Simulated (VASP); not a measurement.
Wanted: the native input for a VASP 6.6.1 run.

```
Task                   : optical spectrum
Functional             : optPBE-vdW
Potentials or basis    : VASP PAW PBE potentials, release 64 (In_d, Pd)
Cutoff                 : 520 eV
k mesh                 : 8 × 8 × 8
Occupations            : tetrahedron
Spin                   : no spin polarisation
Further INCAR settings : ALGO = Normal; EDIFF = 1e-06; NBANDS = 44
```

The structure of InPd lies in InPd.cif:

```cif
data_InPd
_cell_length_a 3.27188478
_cell_length_b 3.27188478
_cell_length_c 3.27188478
_cell_angle_alpha 90.00000000
_cell_angle_beta 90.00000000
_cell_angle_gamma 90.00000000
_space_group_name_H-M_alt 'Pm-3m'
_space_group_name_Hall '-P 4 2 3'
_space_group_IT_number 221
loop_
_space_group_symop_operation_xyz
'x,y,z'
'-x,-y,-z'
'-y,x,z'
'y,-x,-z'
'-x,-y,z'
'x,y,-z'
'y,-x,z'
'-y,x,-z'
'x,-y,-z'
'-x,y,z'
'-y,-x,-z'
'y,x,z'
'-x,y,-z'
'x,-y,z'
'y,x,-z'
'-y,-x,z'
'z,x,y'
'-z,-x,-y'
'z,-y,x'
'-z,y,-x'
'z,-x,-y'
'-z,x,y'
'z,y,-x'
'-z,-y,x'
'-z,x,-y'
'z,-x,y'
'-z,-y,-x'
'z,y,x'
'-z,-x,y'
'z,x,-y'
'-z,y,x'
'z,-y,-x'
'y,z,x'
'-y,-z,-x'
'x,z,-y'
'-x,-z,y'
'-y,z,-x'
'y,-z,x'
'-x,z,y'
'x,-z,-y'
'-y,-z,x'
'y,z,-x'
'-x,-z,-y'
'x,z,y'
'y,-z,-x'
'-y,z,x'
'x,-z,y'
'-x,z,-y'
loop_
_atom_site_label
_atom_site_type_symbol
_atom_site_symmetry_multiplicity
_atom_site_Wyckoff_symbol
_atom_site_fract_x
_atom_site_fract_y
_atom_site_fract_z
_atom_site_occupancy
In1 In 1 a 0.0000000000 0.0000000000 0.0000000000 1
Pd1 Pd 1 b 0.5000000000 0.5000000000 0.5000000000 1
```

The structure of InPd lies in POSCAR:

```
In Pd
 1.0000000000000000
     3.2718847800000002    0.0000000000000000    0.0000000000000000
     0.0000000000000000    3.2718847800000002    0.0000000000000000
     0.0000000000000000    0.0000000000000000    3.2718847800000002
 In  Pd 
   1   1
Cartesian
  0.0000000000000000  0.0000000000000000  0.0000000000000000
  1.6359423900000001  1.6359423900000001  1.6359423900000001
```

The cell comes from a database or a generator and needn't be the stable form of this composition.

These files were run (other wordings do the same):

INCAR

```
SYSTEM = InPd
  PREC = Accurate
  ENCUT = 520
  EDIFF = 1E-6
  ISMEAR = -5
  SIGMA = 0.05
  LREAL = .False.
  LASPH = .True.
  NELM = 60
  ALGO = Normal
  ISIF = 2
  LWAVE = .False.
  LCHARG = .False.
  GGA = OR
  LUSE_VDW = .True.
  AGGAC = 0.0
  LOPTICS = .True.
  NBANDS = 44
  NEDOS = 1000
  CSHIFT = 0.1
```

KPOINTS

```
regular mesh
0
Gamma
  8 8 8
  0 0 0
```

Potentials or basis: VASP PAW PBE potentials, release 64 (In_d, Pd).

Launch:

```console
$ ase convert -i cif -o vasp InPd.cif POSCAR
$ cat potpaw_PBE.64/In_d/POTCAR potpaw_PBE.64/Pd/POTCAR > POTCAR
$ mpirun -np 1 vasp_std > vasp.out
```

It gave:

| Quantity | Value |
| --- | --- |
| Pressure | 5.5 GPa |
| Band gap on the k mesh | none (metal or under the smearing width) |

Caveat: the PAW data sets were made with another functional, which shifts forces and pressure a little; tetrahedron occupations give inexact forces and stress in metals.

Wall time 26 s on 1 thread of AMD EPYC 9R45 (Zen 5) (shared host), peak memory 0.26 GiB.
